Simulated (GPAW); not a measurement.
# Quasiparticle gap of LiCl (honeycomb monolayer) in GPAW, part 2 of 2

Wanted: ground state, empty states, screening and self-energy for LiCl (honeycomb monolayer).

GPAW 26.7.0; LDA and many-body steps on it, plane waves. Known limits of the many-body steps: short of the basis limit.

So far. Step 3 (Bands along the symmetry lines): The gap is 5.941 eV, as in the run before at this level. Step 4 (Empty states on the mesh, 9×9×1 mesh, 252 bands): On this mesh the gap is 5.941 eV.

## (5) Screening and self-energy, 9×9×1 mesh, 112 bands, screening to 48 eV

G0W0 replaces the xc potential by the self-energy, built once from these orbitals. Only a window of levels is corrected, while the sums run over the empty bands that the input names.

This step: G0W0 on LDA, plane waves, PAW.

run.py reads:

```python
import json
import numpy as np
from gpaw.mpi import world
from gpaw.response.g0w0 import G0W0

gw = G0W0('full.gpw',
    filename='gw',
    kpts=[0, 6],
    bands=(2, 6),
    ecut=48,
    nbands=112,
    truncation='2D',
    integrate_gamma='sphere',
    q0_correction=True,
    frequencies={'type': 'nonlinear', 'domega0': 0.15, 'omega2': 15.0},
    eta=0.1,
    nblocksmax=True)
gw.calculate()
res = {mode: {k: v for k, v in r.items() if k != 'sigma_eskwn'}
       for mode, r in gw.all_results.items()}

if world.rank == 0:
    with open('result.json', 'w') as f:
        json.dump(res, f, default=lambda x: x.tolist())
```

On the command line:

```bash
$ mpirun -n 4 gpaw python run.py
```

Log:

```text
Using integrator: PointIntegrator
NonLinearFrequencyDescriptor(from 0.000 to 63.793 eV, 155 points)
Nonperiodic BCs:  [False False  True]
Using integrator: PointIntegrator
NonLinearFrequencyDescriptor(from 0.000 to 63.793 eV, 155 points)
Nonperiodic BCs:  [False False  True]
Applying analytical 2D correction to W:
    Evaluating Gamma point contribution to W on a 13x13x1 grid
  ___  _ _ _
 |   || | | |
 | | || | | |
 |__ ||_____|
 |___|

BZ k-points: Symmetries present (total): 6

  [... matrices ...]
81 k-points: 9 x 9 x 1 Monkhorst-Pack grid
12 k-points in the irreducible part of the Brillouin zone
       k-points in crystal coordinates                weights
   0:     0.00000000    0.00000000    0.00000000          1/81
   1:     0.11111111    0.00000000    0.00000000          6/81
   2:     0.22222222   -0.11111111    0.00000000          6/81
   3:     0.22222222    0.00000000    0.00000000          6/81
   4:     0.33333333   -0.11111111    0.00000000         12/81
   5:     0.33333333    0.00000000    0.00000000          6/81
   6:     0.33333333    0.33333333    0.00000000          2/81
   7:     0.44444444   -0.22222222    0.00000000          6/81
   8:     0.44444444   -0.11111111    0.00000000         12/81
   9:     0.44444444    0.00000000    0.00000000          6/81
          ...
  11:     0.44444444    0.44444444    0.00000000          6/81

Distributing spins, k-points and bands (1 x 2 x 4) over 1 process
Number of blocks: 4

Quasi particle states:
k-points (IBZ indices): [0, 6]
Band range: (2, 6)
  [... matrices ...]
Computational parameters:
Plane wave cut-off: 48 eV
Number of bands: 112
Coulomb cutoff: 2D
Broadening: 0.1 eV

fxc modes: GW
Kernel: RPA
Using full-frequency real axis integration
Summing all q:

Calculating screened Coulomb potential
2D Coulomb truncation
NonLinearFrequencyDescriptor(from 0.000 to 63.793 eV, 155 points)
Removing empty qpoint cache files...

Calculating chi0 body with:
    Ground state adapter containing:
    Number of spins: 1
    Number of kpoints: 81
    Number of irreducible kpoints: 12
    Number of completely occupied states: 4
    Number of partially occupied states: 4
    Occupied states memory: 2.4609375 M / cpu

    Linear response parametrization:
    q_c: [0.0, 0.0, 0.0]
    Number of frequency points: 155
    Planewave cutoff: 48.0
    Number of bands: 112
    Number of planewaves: 109
    Broadening (eta): 0.1
    comm.size: 4
    kncomm.size: 1
    blockcomm.size: 4

    Memory estimate of potentially large arrays:
        chi0_wGG: 7.024975 M / cpu
Integrating chi0 body.

Symmetries of q_c:
    Direct symmetries (Uq -> q): 6
    Indirect symmetries (TUq -> q): 6
In total 12 allowed symmetries.

  [... matrices ...]
12 groups of equivalent kpoints. 85.185185% reduction.

Integral kind: spectral function
Integrating chi0 head and wings.

Symmetries of q_c:
    Direct symmetries (Uq -> q): 6
    Indirect symmetries (TUq -> q): 6
In total 12 allowed symmetries.

  [... matrices ...]
12 groups of equivalent kpoints. 85.185185% reduction.

Integral kind: spectral function wings

Calculating chi0 body with:
    Ground state adapter containing:
    Number of spins: 1
    Number of kpoints: 81
    Number of irreducible kpoints: 12
    Number of completely occupied states: 4
    Number of partially occupied states: 4
    Occupied states memory: 2.4609375 M / cpu

[... the further q-points ...]

Results:
f:      Occupation numbers
eps:     KS-eigenvalues [eV]
vxc:     KS vxc [eV]
exx:     Exact exchange [eV]
sigma:   Self-energies [eV]
dsigma:  Self-energy derivatives
Z:       Renormalization factors
qp:      QP-energies [eV]

k-point 0 (0): (0.000, 0.000, 0.000)                GW
band       f     eps     vxc     exx   sigma  dsigma       Z      qp
                                                                   GW
   2   1.000  -6.008 -16.678 -20.975   1.609  -0.183   0.845  -8.280
   3   1.000  -6.008 -16.678 -20.975   1.609  -0.183   0.845  -8.281
   4   0.000   0.087  -5.076  -2.141  -1.396  -0.088   0.919   1.502
   5   0.000   1.577  -4.332  -2.043  -0.988  -0.078   0.928   2.783

k-point 1 (6): (0.333, 0.333, 0.000)                GW
band       f     eps     vxc     exx   sigma  dsigma       Z      qp
                                                                   GW
   2   1.000  -6.749 -15.624 -20.249   1.634  -0.211   0.826  -9.218
   3   1.000  -5.854 -15.901 -20.390   1.597  -0.197   0.836  -8.271
   4   0.000   2.301  -5.911  -1.895  -1.734  -0.133   0.883   4.316
   5   0.000   3.798  -5.171  -1.708  -1.526  -0.107   0.904   5.549
```

The job ended after 1.9 min (4 MPI ranks of Arm Neoverse V1, shared host; peak memory 1.7 GiB; 7.6 min of CPU time).

Numbers from this step:

```yaml
g0w0_gap_on_the_mesh: 9.773 eV
least_direct_g0w0_gap_on_the_computed_points: 9.783 eV
z_at_the_valence_top: 0.8357
z_at_the_conduction_bottom: 0.9191
starting_gap_on_the_mesh: 5.941 eV
k_of_the_valence_top: 0.3333, 0.3333, 0
k_of_the_conduction_bottom: 0, 0, 0
```

The gap on the mesh goes from 5.94 eV to 9.77 eV, a correction of +3.83 eV.

Limits: finite bands, cutoff and mesh. v1 is the top filled band, c1 the lowest empty one. The levels before and after the correction (eV, zero at the valence-band top of each column):

|  | conduction bottom | valence top |
| --- | --- | --- |
| Kohn-Sham | 5.94 | 0.00 |
| G0W0 | 9.77 | 0.00 |

|  | level | energy (eV) |
| --- | --- | --- |
| Kohn-Sham | Γ v2-v1 | -0.154 |
| Kohn-Sham | Γ c1 | 5.941 |
| Kohn-Sham | Γ c2 | 7.431 |
| Kohn-Sham | (0.333 0.333 0) v2 | -0.895 |
| Kohn-Sham | (0.333 0.333 0) v1 | 0.000 |
| Kohn-Sham | (0.333 0.333 0) c1 | 8.155 |
| Kohn-Sham | (0.333 0.333 0) c2 | 9.652 |
| G0W0 | Γ v2-v1 | -0.010 |
| G0W0 | Γ c1 | 9.773 |
| G0W0 | Γ c2 | 11.054 |
| G0W0 | (0.333 0.333 0) v2 | -0.947 |
| G0W0 | (0.333 0.333 0) v1 | 0.000 |
| G0W0 | (0.333 0.333 0) c1 | 12.587 |
| G0W0 | (0.333 0.333 0) c2 | 13.819 |

## (6) Where the time went

Times are wall times on 4 MPI ranks of Arm Neoverse V1, shared host, good to a factor of about two.

| step | time | share | memory (GiB) |
| --- | --- | --- | --- |
| ground state | 6.1 s | 2 % | 0.75 |
| bands along the symmetry lines | 9.6 s | 3 % | 0.82 |
| empty states on the mesh | 3.3 min | 60 % | 1.4 |
| screening and self-energy | 1.9 min | 35 % | 1.7 |

## (7) Outcome

```yaml
lda_gap: 5.94 eV, indirect
g0w0_gap_on_the_mesh: 9.77 eV
gw_settings: 9×9×1 mesh, 112 bands, screening to 48 eV, full frequency, Hilbert transform
known_limits: short of the basis limit
```

**Reading.** G0W0 moves the gap on the mesh from 5.94 eV to 9.77 eV (+3.83 eV), with Z of 0.84 and 0.92 at the edges. The dearest step here is «empty states on the mesh». Bands and cutoff are finite, so the gap stands short of the basis limit, usually by up to a few tenths of an eV; the mesh is an error of its own. In this program the long-wavelength screening can come out low in d oxides and layered crystals.

[Long decimals in the printed logs are rounded to 6 places.]

[Logs are printed without paths, hosts, clocks, repeated set-up lines and the standing remarks that a program may print on its own settings, such as how far it seeks lower states.]

[Paths, hosts, dates, memory and timing lines, banners, echoed tables and standing remarks are left out of the program output; an Ansatz launch command may be rebuilt from the run's recorded settings. Measured values are a selection of at most five: reports struck by readers or far from the other reports are left out. None is set beside runs whose start may be inverted or whose files or cutoffs have a known fault.]

[Runs of the session that timed out or met a known fault of the program may be left out.]

[Hosts, paths, dates, database ids (printed as entryN), source tags and the programs' standing remarks are cut or masked in the printed files.]

[Where the starting crystal was built by hand or by swapping elements, it need not be the compound's stable phase.]
